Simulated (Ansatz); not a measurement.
Level of theory: DFT PBE, scalar-relativistic, plane waves, PAW (Ansatz). All cells share a 420 eV cutoff and Γ-centred k meshes spaced at most about 0.3 Å⁻¹ (about 0.25 or finer for metals, 2π included). No spin polarisation.

All energies are static (0 K, no zero-point motion).

Two forms of TeMo5 were relaxed alike.

A.

```
CELL_PARAMETERS angstrom
0.00000 3.72222 3.72222
3.72222 0.00000 3.72222
3.72222 3.72222 0.00000
ATOMIC_POSITIONS crystal
Te 0.25000 0.25000 0.25000
Mo 0.87574 0.87574 0.87574
Mo 0.87574 0.87574 0.37277
Mo 0.87574 0.37277 0.87574
Mo 0.37277 0.87574 0.87574
Mo 0.50000 0.50000 0.50000
```

B.

```
CELL_PARAMETERS angstrom
2.26556 -4.85882 0.00000
2.26556 4.85882 0.00000
0.00000 0.00000 4.48716
ATOMIC_POSITIONS crystal
Te 0.50000 0.50000 0.50000
Mo 0.00000 0.00000 0.00000
Mo 0.32787 0.67213 0.00000
Mo 0.67213 0.32787 0.00000
Mo 0.83305 0.16695 0.50000
Mo 0.16695 0.83305 0.50000
```

Task: Which would you expect to be lower, and how large is the difference?

Result: B is lower, by 0.31 eV/atom. A has space group F-43m (No. 216), 17.2 Å³/atom and no gap on its mesh; B has Te and Mo ordered on bcc sites, space group Cmmm (No. 65), 16.5 Å³/atom and no gap. Counting Mo atoms around Te (those within 1.25 times the shortest such distance or 1.15 times the sum of covalent radii; a plus sign parts nearer from farther groups), A has Te 16 and B has Te 8+6. The denser one is the lower, and pressure would at first widen the difference. Even the lower one lies +0.24 eV/atom against the reference forms of the elements (uncorrected), so neither is stable at this level. In A, Te has 16 Mo at 3.08–3.22 Å; Mo on a site of symmetry 3m has 6 Mo at 2.62–2.65 Å, 3 Te at 3.08 Å and 3 Mo at 3.09 Å; Mo on a site of symmetry -43m is surrounded by 12 Mo at 3.09 Å and 4 Te at 3.22 Å. In B, around Te lie 8 Mo at 2.79–2.80 Å and 6 Mo at 3.19–3.24 Å; around Mo on a site of symmetry mmm lie 8 Mo at 2.77–2.82 Å, 2 Mo at 3.19 Å and 4 Te at 3.19 Å; around Mo on a site of symmetry m2m lie 6 Mo at 2.72–2.82 Å, 2 Te at 2.80 Å and 6 Mo at 3.19–3.35 Å; 1 more site not described. Origin: A, invented; B, invented, then shaken at random and relaxed again.

These runs have no spin–orbit coupling, which can matter for Te. Cells relaxed within their symmetry can be saddle points.

The preference for B probably reflects how well each framework suits molybdenum's roughly half-filled d shell, which favours bcc packing in the element. B keeps that packing, with short Mo–Mo contacts around the Mo sites described. A resembles a Laves phase in which Mo also occupies a large site meant for a bigger atom. There its nearest Mo neighbours are at 3.09 Å, too far for strong d–d bonding, while the remaining Mo atoms are squeezed to 2.62–2.65 Å from one another. Tellurium fares no better in A: its 16 Mo neighbours are all at long, weak distances, whereas B offers eight at 2.79–2.80 Å, close to a normal Mo–Te bond.

That even B lies above the elements suggests that Te disrupts the metal's d bonding without gaining enough in return. Tellurium's nearly filled p shell favours a few directional bonds, as in layered MoTe2, over a crowded metallic site. Because that telluride is a known stable compound, separation into it and Mo should be more favourable still than separation into the elements.
